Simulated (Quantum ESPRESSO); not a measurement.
# HfC under changes of volume

One of the cells (12.587 Å³/atom); the others are scaled copies at fixed shape and fractional positions:

```
CELL_PARAMETERS angstrom
3.34287 0.00000 0.00000
-1.67143 2.89501 0.00000
0.00000 0.00000 5.20271
ATOMIC_POSITIONS crystal
Hf 0.33333 0.66667 0.25000
Hf 0.66667 0.33333 0.75000
C 0.00000 0.00000 0.50000
C 0.00000 0.00000 0.00000
```

The cell comes from a database or a generator and needn't be the stable form of this composition.

* Program: Quantum ESPRESSO 7.5
* Functional: LDA
* Potentials or basis: GBRV 1.5 LDA
* Cutoff: 612 eV
* Density cutoff: 4898 eV
* k mesh: 9 × 9 × 5
* Occupations: fermi-dirac, width 0.05 eV
* Spin: no spin polarisation

```tsv
volume (Å³/atom)	energy over the lowest point (meV/atom)	pressure (GPa)
11.832	0.50	2.7
12.084	0.00	-2.8
12.336	7.80	-7.8
12.587	23.09	-12.3
12.839	45.11	-16.4
13.091	?	?
13.343	106.59	-23.3
```

Problem. What does the run at 13.091 Å³/atom give?

Solution. Energy over the lowest point 73.14 meV/atom; pressure -20.0 GPa.

Worked out: A Birch-Murnaghan fit of order 3 (a polynomial in V^(-2/3)) to the other rows has its minimum at 11.97 Å³/atom with B0 = V·E''(V) = 265 GPa and B' = 4.2 at fixed shape and positions, which overstates the stiffness. It gives 73.15 meV/atom at 13.091 Å³/atom, against the run's 73.14, and -dE/dV = -19.6 GPa, against -20.0.

Energies are extrapolated to zero smearing.
